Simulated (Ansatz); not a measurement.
## Relaxing Ge

Computed with Ansatz 0.2.0, DFT PBE, scalar-relativistic, plane waves, PAW. Cutoff 420 eV, Γ-centred k mesh, Gaussian smearing, no spin polarisation in the final step.

The start is a random cell of Ge without symmetry, drawn with lower limits on the distances.

```xyz
2
Lattice="3.4847 0.0000 0.0000 -0.9768 3.7534 0.0000 -1.3463 -0.3059 4.0331" Properties=species:S:1:pos:R:3 pbc="T T T"
Ge   -0.3558    1.4832    1.3811
Ge   -0.2087    2.2898    3.1533
```

Cell and atoms relax at zero pressure; the relaxation can't lower the symmetry of the start. After a coarse first stage the cell is made exact in the group found at 0.06 Å.

Energies count from the standard state of Ge at the same level.

Q: Describe the relaxed structure.

A: It ends in I4/mmm (No. 139). Conventional cell: a = 3.603 Å, c = 6.576 Å. Around Ge lie 5 Ge at 2.52–2.66 Å.

```
Ge
1.0
    -1.80161    1.80161    3.28781
     1.80161   -1.80161    3.28781
     1.80161    1.80161   -3.28781
Ge
2
Cartesian
  0.0000 0.0000 5.3154
  0.0000 0.0000 1.2603
```

Q: What are its volume, energy, density and gap?

A: The volume per atom is 21.34 Å³. The density is 5.65 g/cm³, the energy over the standard structure is 0.22 eV/atom and the gap on the 22×22×22 mesh is 0 eV (a metal).

The final run used a 22×22×22 mesh on its 2-atom cell and 0.10 eV smearing. For metals, differences of a few meV/atom aren't resolved. A structure relaxed within its symmetry needn't be a true minimum. The steps took roughly 7 core-minutes in all.